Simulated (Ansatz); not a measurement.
**MoS2 sheet: levels of theory**

The task, for MoS2 sheet: compare levels of theory; the runs are relaxing the atoms and single point.

Computed with Ansatz 0.2.0 (DFT PBE+D3(BJ), scalar-relativistic, plane waves, PAW, and further levels as typed in the inputs, unless a step's input says otherwise).

## Step 1: The structure to begin with

It takes space group P-6m2 (No. 187, hexagonal). The conventional cell has a = 3.160 Å, b = 3.160 Å, c = 21.130 Å, α = 90.00°, β = 90.00°, γ = 120.00°. S (site symmetry 3m) has 3 Mo at 2.40 Å as nearest neighbours. Mo (site symmetry -6m2) has 6 S at 2.40 Å as nearest neighbours.

Structure file:

```xyz
3
Lattice="3.1600 0.0000 0.0000 -1.5800 2.7366 0.0000 0.0000 0.0000 21.1300" Properties=species:S:1:pos:R:3 pbc="T T T"
S     1.5800    0.9122    9.0000
Mo    0.0000    1.8244   10.5650
S     1.5800    0.9122   12.1300
```

## Step 2: Relaxing the atoms: MoS2 sheet, no spin

input.yaml

```yaml
crystal:
  lattice:
    - [3.16, 0.0, 0.0]
    - [-1.58, 2.736640276, 0.0]
    - [0.0, 0.0, 21.13]
  atoms:
    - { symbol: S, position: [0.6666666667, 0.3333333333, 0.42593469] }
    - { symbol: Mo, position: [0.3333333333, 0.6666666667, 0.5] }
    - { symbol: S, position: [0.6666666667, 0.3333333333, 0.57406531] }
  periodic: [true, true, false]
scf:
  occupations: { method: gaussian, width: 0.02 }
  n_extra_bands: 6
output:
  forces: true
  stress: false
  write_density: true
  write_potential: true
  elf: true
  volumetric_format: npy
kpoints:
  mp_grid: { grid: [12, 12, 1] }
hamiltonian:
  xc: pbe
  dispersion: d3bj
relax:
  f_tol: 0.004
  max_steps: 100
```

Launch:

```bash
$ ansatz run input.yaml --threads 4 --pin off --max-ram 12288MiB --backend cpu --events-out ev --progress --plain --runs-dir out
```

Log, cut to the lines that bear on the results:

```text
Warning: crystal.periodic: the lattice vector that does not repeat stood 0.000° off the slab's normal, 21.130 Å along it as the deck builds it. The run solves the slab on a vector along the normal, 30.060 Å long, with every atom where it was (on the deck's vector they left 18.00 Å outside [...]
Warning: RAYON_NUM_THREADS=4 ignored (pool sized by the plan → 4); use --threads N
[...]
scf.n_extra_bands = 6 over 13 filled bands (N_el = 26.0): the run solves 19 bands
[...]
Pseudopotentials: kind: paw
Pseudopotential: S, paw, valence charge 6, recommended cutoff 420 eV (normal), S.paw.azcp
Pseudopotential: Mo, paw, valence charge 14, recommended cutoff 420 eV (normal), Mo.paw.azcp
Functional definition: PBE
[...]
Crystal: 3 atoms, lattice volume = 259.952 Å³
Basis set: ecut = 420 eV, 5009 PW (Γ), exchange–correlation on 48×48×432 points (8 copies of the dense FFT grid, shifted against one another)
Bands: 19, of which v1, the nominal top of the filled ones, is band 13 counted from 1 (12 counted from 0)
Symmetry: 12 space group operations
Space group: P-6m2 (ITA 187), of the structure as read, at distance tolerance 6.4e-5 Å
k-points: 19 of 144 (time reversal used)
[...]
SCF iter   1: F=—  HF=-6763.754938 eV  |F-HF|=—  |Δ(HF+E_count)|=         —  Δρ=2.51e-3  dr2=5.76e-3  ethr=1.77e-3  ⟨swp⟩=17.7  Hψ=3970  notcnv=0
[...]
relax step   1: F+E_penalty+E_count = -6763.76385276 eV  Δ(F+E_penalty+E_count) = +0.000e0 eV  max|allowed force component| = 8.179e-3 eV/Å  Δτ_max = 0.0000 Å  (7 SCF iters, dr2 threshold 4.00e-7 eV, accepted)
[...]
relax step   2: F+E_penalty+E_count = -6763.76385572 eV  Δ(F+E_penalty+E_count) = -2.964e-6 eV  max|allowed force component| = 3.523e-3 eV/Å  Δτ_max = 0.0006 Å  (4 SCF iters, accepted)
NSCF: frozen V_eff on 19 k-points
[...]
SCF converged after 4 iterations
Free energy (F): -6763.763856 eV
[...]
E sigma→0 (E₀):  -6763.763856 eV
Fermi energy:    -5.052229 eV
[...]
--- Forces (eV/Å), atoms counted from 1 ---
  atom   1  S      0.00000000    -0.00000000     0.00352312
  atom   2  Mo     0.00000000    -0.00000000     0.00000000
  atom   3  S      0.00000000    -0.00000000    -0.00352312
[...]
--- Band table (eV; the first three rows and the last of 19) ---
  k-point 0: bands = ["-66.7672", "-40.9200", "-40.6867", "-40.6867", "-20.0793", "-18.7677", "-11.5905", "-8.5109", "-8.5109", "-7.7581", "-7.3888", "-7.3888", "-5.9869", "-3.1022", "-3.1022", "-2.8613", "-2.8613", "-0.4998", "-0.3603"]
[...]
--- Relaxed structure (2 steps of the walk, 2 accepted, 0 SCFs on fresh bases) ---
  F+E_penalty+E_count = -6763.76385572 eV   max|allowed force component| = 3.523e-3 eV/Å
  cell:  # Å, volume = 259.9524 Å³
    - [3.160000000023772, 0.0, 0.0]
    - [-1.580000000011886, 2.736640275979413, 0.0]
    - [0.0, 0.0, 30.060000001200002]
  atoms:
    - { symbol: S, position: [0.6666666666666666, 0.3333333333333333, 0.29938073116352965] }
    - { symbol: Mo, position: [0.3333333333333333, 0.6666666666666666, 0.35146373917425955] }
    - { symbol: S, position: [0.6666666666666666, 0.3333333333333333, 0.40354674718498945] }
```

Wall time 13 s (4 threads of Intel Xeon Platinum 8259CL at 2.50GHz (Skylake/Cascade Lake), shared host); peak memory 0.62 GiB.

Step by step:

| step | energy from step 1 (eV/cell) | largest force component (eV/Å) |
| --- | --- | --- |
| 1 | 0.0000 | 0.0082 |
| 2 | 0.0000 | 0.0035 |

Step 1 is the start.

Density in a lattice plane of the grid's cell (edges 3.16 and 30.06 Å, at 0.333 of the third edge), which holds S.

Ten even steps from '0' (0.00 e/Å³) to '9' (1.11 e/Å³):
```
000000
000000
000000
000000
000000
000000
000000
000000
000000
000000
000010
414929
485222
314919
000000
000000
000000
000000
000000
000000
```
Columns run along the first of these edges and rows up along the second, over one cell in 6 and 20 even steps from the bottom left corner. Atoms in the plane (fractional): S at (0.67, 0.30), S at (0.67, 0.40).

ELF in the same plane.

Ten even steps from ' ' (0.00) to '@' (0.88):
```
            
            
            
            
            
            
            
            
            
            
::  --@@@@%%
%%::####  ##
::==::..::::
%%::####  ##
::  ::%%@@%%
            
            
            
            
            
```
Columns run along the first of these edges and rows up along the second, over one cell in 6 and 20 even steps from the bottom left corner. Atoms in the plane (fractional): S at (0.67, 0.30), S at (0.67, 0.40).

Both are smooth fields of the valence electrons: close to the nuclei they are not physical.

The highest ELF values outside the cores: 0.95 beside S, off the lines to its neighbours, 0.8 Å from S; 0.86 on the S–Mo line, 0.8 Å from S; 0.46 between the atoms, 1.8 Å from Mo.

## Step 3: Single point: LDA with spin-orbit coupling

It takes the final geometry of step 2.

input.yaml

```yaml
crystal:
  lattice:
    - [3.16, 0.0, 0.0]
    - [-1.58, 2.736640276, 0.0]
    - [0.0, 0.0, 30.0600000012]
  atoms:
    - { symbol: S, position: [0.6666666667, 0.3333333333, 0.2993807312] }
    - { symbol: Mo, position: [0.3333333333, 0.6666666667, 0.3514637392] }
    - { symbol: S, position: [0.6666666667, 0.3333333333, 0.4035467472] }
  periodic: [true, true, false]
scf:
  occupations: { method: gaussian, width: 0.01 }
  n_extra_bands: 8
output:
  eigenvalues: true
  eigenstates:
    kpoints:
      - [0.333333, 0.333333, 0.0]
      - [0.0, 0.0, 0.0]
      - [0.166667, 0.166667, 0.0]
      - [0.175, 0.175, 0.0]
      - [0.183333, 0.183333, 0.0]
    top_band: c8
    e_range: [-2.5, 3]
kpoints:
  mp_grid: { grid: [12, 12, 1] }
hamiltonian:
  xc: lda
  pseudopotentials: { kind: paw_fr }
magnetization:
  noncollinear: true
  spin_orbit: true
```

Launch:

```bash
$ ansatz run input.yaml --threads 4 --pin off --max-ram 12288MiB --backend cpu --events-out ev --progress --plain --runs-dir out
```

Log, cut to the lines that bear on the results:

```text
Warning: RAYON_NUM_THREADS=4 ignored (pool sized by the plan → 4); use --threads N
scf.n_extra_bands = 8 over 26 filled bands (N_el = 26.0): the run solves 34 bands
[...]
Pseudopotentials: kind: paw_fr
Pseudopotential: S, paw_fr, valence charge 6, recommended cutoff 420 eV (normal), S.paw.azcp#standard-fr
Pseudopotential: Mo, paw_fr, valence charge 14, recommended cutoff 420 eV (normal), Mo.paw.azcp#standard-fr
Functional definition: SPW92
[...]
non-collinear run that drives no moment, with spin-orbit: no starting moment large enough to seed its density (crystal.atoms[].spin), no starting occupations that ask for one, no magnetisation constraint and no magnetic field, so the semilocal B_xc is pinned to zero
Crystal: 3 atoms, lattice volume = 259.952 Å³
Basis set: ecut = 420 eV, 5009 PW (Γ)
Bands: 34, of which v1, the nominal top of the filled ones, is band 26 counted from 1 (25 counted from 0)
[...]
SCF iter   1: F=—  HF=-6587.384447 eV  |F-HF|=—  |Δ(HF+E_count)|=         —  Δρ=3.98e-2  dr2=6.09e0  dr2_m=0.00e0 (ungated)  ethr=3.10e-3  |M|=0.00e0 ∫|m|=0.00e0 μB  |m|>n=0.0e0 m-floor=0.0e0 τ_xc=0.0e0  β_m=0.30  ⟨swp⟩=19.5  Hψ=6141  notcnv=0
[...]
SCF iter   9: F=-6585.885849 eV  HF=-6585.885849 eV  |F-HF|=1.93e-8  |Δ(HF+E_count)|=   4.49e-8  Δρ=2.86e-6  dr2=2.53e-8  dr2_m=0.00e0 (ungated)  ethr=3.85e-10  |M|=0.00e0 ∫|m|=0.00e0 μB  |m|>n=0.0e0 m-floor=0.0e0 τ_xc=0.0e0  ⟨swp⟩=15.4  Hψ=2917  notcnv=0
[...]
NSCF: frozen V_eff on 5 k-points
SCF converged after 9 iterations
Magnetization: |M| = 0.0000 μB,  M = (+0.0000, +0.0000, +0.0000) μB
Absolute magnetization: 0.0000 μB (∫|m|)
  site 0: m = (+0.0000, +0.0000, +0.0000) μB, |m| = 0.0000 μB  (R = 0.99 Å)
  site 1: m = (+0.0000, +0.0000, +0.0000) μB, |m| = 0.0000 μB  (R = 0.99 Å)
  site 2: m = (+0.0000, +0.0000, +0.0000) μB, |m| = 0.0000 μB  (R = 0.99 Å)
Free energy (F): -6585.885849 eV
[...]
E sigma→0 (E₀):  -6585.885849 eV
Fermi energy:    -5.261529 eV
[...]
--- Band table (eV; the first three rows and the last of 19) ---
[...]
```

It took 19 s on 4 threads of Intel Xeon Platinum 8259CL at 2.50GHz (Skylake/Cascade Lake), shared host; peak memory 1.2 GiB.

## Step 4: Single point: r2SCAN with spin-orbit coupling

It takes the final geometry of step 2.

Edit input.yaml of step 3 so:

```diff
@@ -27,3 +27,3 @@
 hamiltonian:
-  xc: lda
+  xc: r2scan
   pseudopotentials: { kind: paw_fr }
```

Launch:

```bash
$ ansatz run input.yaml --threads 4 --pin off --max-ram 12288MiB --backend cpu --events-out ev --progress --plain --runs-dir out
```

Log, cut to the lines that bear on the results:

```text
Warning: RAYON_NUM_THREADS=4 ignored (pool sized by the plan → 4); use --threads N
scf.n_extra_bands = 8 over 26 filled bands (N_el = 26.0): the run solves 34 bands
[...]
[... 1 set-up line as earlier in the session ...]
Pseudopotential: S, paw_fr, valence charge 6, recommended cutoff 500 eV (meta_gga), S.paw.azcp#standard-fr
Pseudopotential: Mo, paw_fr, valence charge 14, recommended cutoff 500 eV (meta_gga), Mo.paw.azcp#standard-fr
Functional definition: r2SCAN
[...]
non-collinear run that drives no moment, with spin-orbit: no starting moment large enough to seed its density (crystal.atoms[].spin), no starting occupations that ask for one, no magnetisation constraint and no magnetic field, so the semilocal B_xc is pinned to zero
Crystal: 3 atoms, lattice volume = 259.952 Å³
Basis set: ecut = 500 eV, 6529 PW (Γ), exchange–correlation on 96×96×900 points (64 copies of the dense FFT grid, shifted against one another)
[...]
SCF iter   9: F=-6775.789002 eV  HF=-6775.789002 eV  |F-HF|=1.55e-8  |Δ(HF+E_count)|=   2.88e-8  Δρ=2.93e-6  dr2=2.58e-8  dr2_τ=9.31e-10  dr2_m=0.00e0 (ungated)  ethr=3.85e-10  |M|=0.00e0 ∫|m|=0.00e0 μB  |m|>n=0.0e0 m-floor=0.0e0 τ_xc=0.0e0  ⟨swp⟩=16.2  Hψ=3164  notcnv=0
[...]
NSCF: frozen V_eff on 5 k-points
SCF converged after 9 iterations
Magnetization: |M| = 0.0000 μB,  M = (+0.0000, +0.0000, +0.0000) μB
Absolute magnetization: 0.0000 μB (∫|m|)
  site 0: m = (+0.0000, +0.0000, +0.0000) μB, |m| = 0.0000 μB  (R = 0.99 Å)
  site 1: m = (+0.0000, +0.0000, +0.0000) μB, |m| = 0.0000 μB  (R = 0.99 Å)
  site 2: m = (+0.0000, +0.0000, +0.0000) μB, |m| = 0.0000 μB  (R = 0.99 Å)
Free energy (F): -6775.789002 eV
[...]
E sigma→0 (E₀):  -6775.789002 eV
Fermi energy:    -5.177417 eV
[...]
--- Band table (eV; the first three rows and the last of 19) ---
[...]
  the weakly bound empty levels are not read free of the cell's end (spinor_tau)
```

It took 39 s on 4 threads of Intel Xeon Platinum 8259CL at 2.50GHz (Skylake/Cascade Lake), shared host; peak memory 1.9 GiB.

## Step 5: The runs side by side

```
step                            level  energy (eV)  gap on the mesh (eV)  time
   2                       PBE+D3(BJ)    -6763.764                  1.76  13 s
   3     LDA with spin-orbit coupling    -6585.886                  1.68  19 s
   4  r2SCAN with spin-orbit coupling    -6775.789                  1.78  39 s
```

Totals of different systems or levels have different zeros; only balanced differences at one level mean anything.

What this shows: The gap on the mesh runs from 1.68 eV with LDA with spin-orbit coupling to 1.78 eV with r2SCAN with spin-orbit coupling.

The gaps are Kohn-Sham values of a semilocal functional, not quasiparticle or optical gaps. Such gaps usually fall short of the measured ones.
